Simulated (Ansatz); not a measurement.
# CsH: a vibration from a frozen displacement

All numbers below come from Ansatz, DFT r2SCAN, scalar-relativistic, plane waves, PAW. Settings: plane waves to 500 eV, k-mesh 6×6×6 (Γ-centred), Gaussian smearing 0.05 eV. Spin–orbit coupling is left out, which matters for the heavy elements here. No spin polarisation. Energies are free energies at this smearing, counted from the undisturbed cell; pressure is positive in compression.

Reference structure (relaxed at this level):

```
Cs H
1.0
     0.00000    3.18800    3.18800
     3.18800    0.00000    3.18800
     3.18800    3.18800    0.00000
Cs H
1 1
Cartesian
  0.0000 0.0000 0.0000
  3.1880 3.1880 3.1880
```

Every Cs atom is moved by x along the Cartesian unit vector (0.000, 0.000, 1.000); the cell and all other atoms stay fixed. The cell's volume is 64.80 Å³; the moved atoms weigh 132.905 u together and the others 1.008 u. Some rows repeat others by symmetry and weren't run.

```
  x (Å)  ΔE (meV/cell) total force on the moved atoms along the move (eV/Å) pressure (GPa)
-0.5000          97.05                                                0.4788          0.6291
-0.4375          70.26                                                0.3813          0.4730
-0.3750          49.07                                                0.2992          0.3436
-0.3125          32.59                                                0.2301          0.2385
-0.2500          20.08                                                0.1716          0.1555
-0.1875          10.96                                                0.1215          0.0929
-0.1250           4.76                                                0.0776          0.0491
-0.0625           1.17                                                0.0378          0.0232
 0.0000           0.00                                                0.0000          0.0147
 0.0625           1.17                                               -0.0378          0.0232
 0.1250           4.76                                               -0.0776          0.0491
 0.1875          10.96                                               -0.1215          0.0929
 0.2500          20.08                                               -0.1716          0.1555
 0.3125          32.59                                               -0.2301          0.2385
 0.3750          49.07                                               -0.2992          0.3436
 0.4375          70.26                                               -0.3813          0.4730
 0.5000          97.05                                               -0.4788          0.6291
```

Problem. What frequency belongs to this motion?

Solution. The force constant is k = −dF/dx = 0.605 eV/Å², from the parabola through x = -0.0625, 0 and 0.0625. In every cell the moved atoms swing against the rest, so the mass is μ = m₁m₂/(m₁ + m₂) = 1.000 u, and ν̃ = 521.5 cm⁻¹ × √(|k|/μ) = 405 cm⁻¹. To first order in x, and within 1 %, the force on every atom lies along the move and, within each of the two groups, in proportion to the atom's mass, so this is itself a mode at the zone centre of this cell, taken without macroscopic field (the transverse frequency in a polar insulator).

Problem. How far does the harmonic law reach?

Solution. At x = -0.500 Å, kx²/2 = 75.60 meV against the computed 97.05 meV (+28.4 %): the well stiffens in this direction at large amplitude.

Problem. The pressure changes with x². What does that say about the frequency under compression?

Solution. With E = k(V)x²/2, k ∝ V^(−2γ) and x scaling with the cell as V^(1/3), P − P0 = −∂E/∂V = (2γ − 2/3) ΔE/V. At x = 0.1250 Å, V(P − P0) = 64.80 × 0.03446 / 160.2 eV = 13.94 meV and ΔE = 4.76 meV, so γ = 1/3 + V(P − P0)/(2ΔE) = 1.80. This is the Grüneisen parameter of the motion under uniform scaling of the cell: shrinking the cell evenly by 1 % in volume raises the frequency by about 1.80 %.